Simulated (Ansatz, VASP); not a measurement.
Given: the input of a run of Ansatz 0.2.0 on CoO. Measurements of this composition are mostly on another form, of space group No. 225.

The input input.yaml:

```yaml
crystal:
  lattice:
    - [2.82845, 0.0, 0.0]
    - [-1.41423, 2.44951, 0.0]
    - [0.0, 0.0, 2.72172]
  atoms:
    - { symbol: Co, position: [0.0, 0.0, 0.5], spin: 2.0 }
    - { symbol: O, position: [0.66667, 0.33333, 0.0] }
hamiltonian:
  xc: pbe
  pseudopotentials: { kind: paw }
  dispersion: d4
magnetization:
  spin_polarized: true
kpoints:
  mp_grid: { grid: [8, 8, 7] }
scf:
  occupations: { method: fermi_dirac, width: 0.05 }
output:
  forces: true
  stress: true
  eigenvalues: true
  write_density: true
  write_potential: true
  elf: true
  volumetric_format: npy
relax:
  f_tol: 0.01
  max_steps: 40
  cell: { stress_tol: 0.05 }
```

Potentials or basis: Ansatz PAW.

Launch:

```console
$ ansatz run input.yaml --threads 2 --pin off --max-ram 5632MiB --backend cpu --events-out ev --progress --plain --runs-dir out
```

Set up the same calculation for VASP 6.6.1. Potentials or basis there: PBE PAW files Co, O, 600 eV.

As run (cutoffs and basis follow the program's own potentials, and thresholds, step limits or extra output files can differ):

INCAR

```
SYSTEM = CoO
ALGO = Fast ; EDIFF = 1E-6
EDIFFG = -0.01 ; ENCUT = 600
GGA = PE ; IBRION = 2
ISIF = 3 ; ISMEAR = -1
ISPIN = 2 ; IVDW = 13
LASPH = .True. ; LCHARG = .False.
LMAXMIX = 4 ; LORBIT = 11
LREAL = .False. ; LWAVE = .False.
MAGMOM = 2 0 ; NELM = 120
NSW = 60 ; PREC = Accurate
SIGMA = 0.05
```

Contents of KPOINTS:

```
k-points
0
Gamma
  8 8 7
  0 0 0
```

POSCAR

```
CoO
1.0
    2.8284500000      0.0000000000      0.0000000000
   -1.4142300000      2.4495100000      0.0000000000
    0.0000000000      0.0000000000      2.7217200000
Co O
1 1
Direct
    0.0000000000      0.0000000000      0.5000000000
    0.6666700000      0.3333300000      0.0000000000
```

Potentials or basis: VASP PAW PBE potentials, release 64 (Co, O).

Command:

```console
$ cat potpaw_PBE.64/Co/POTCAR potpaw_PBE.64/O/POTCAR > POTCAR
$ mpirun -np 1 vasp_std > vasp.out
```

Both were run:

|  | Ansatz | VASP |
| --- | --- | --- |
| Relaxed volume | 9.26 Å³/atom | 9.22 Å³/atom |
| Relaxed cell | a = 2.807 Å, b = 2.807 Å, c = 2.713 Å, α = 90.00°, β = 90.00°, γ = 120.00° | a = 2.805 Å, b = 2.805 Å, c = 2.708 Å, α = 90.00°, β = 90.00°, γ = 120.00° |
| Space group after relaxing | P-6m2 (No. 187) | P-6m2 (No. 187) |
| Pressure after relaxing | 0.0 GPa | 0.1 GPa |
| Net moment | 3.00 μB per cell | 3.00 μB per cell |

Ansatz's pressure holds a Pulay term of +0.75 GPa for its cutoff of 420 eV, which the other run lacks.

The potentials hold 23 and 15 valence electrons a cell.

Where Ansatz's input types no cutoff or centring, it takes its own default and a Γ-centred mesh.

The magnetic state is the one that the start led to; the real crystal's order can differ.

Pressure is positive in compression.
